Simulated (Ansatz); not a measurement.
GaN: equation of state with PBE

Crystal: GaN.

```
Ga N
1.0
     0.00000    2.25350    2.25350
     2.25350    0.00000    2.25350
     2.25350    2.25350    0.00000
Ga N
1 1
Direct
  0.00000 0.00000 0.00000
  0.25000 0.25000 0.25000
```

The cell is a database's computed one.

- Program: Ansatz 0.2.0
- Task: equation of state
- Functional: PBE
- Potentials or basis: Ansatz PAW
- Cutoff: 420 eV
- Density cutoff: 1680 eV
- k mesh: 10 × 10 × 10
- Occupations: fermi-dirac, width 0.05 eV
- Spin: no spin polarisation

The equilibrium volume is 11.76 Å³/atom and the bulk modulus is 172 GPa. The pressure derivative of the bulk modulus is 4.4.

Energy against volume, from the lowest point:
| volume (Å³/atom) | energy (meV/atom) |
| --- | --- |
| 10.757 | 53.93 |
| 10.986 | 30.81 |
| 11.215 | 14.58 |
| 11.444 | 4.55 |
| 11.673 | 0.00 |
| 11.902 | 0.49 |
| 12.131 | 5.47 |

All runs of the series together: 9.7 s on 2 threads of Intel(R) Xeon(R) Processor @ 2.70GHz, with other jobs on the host.
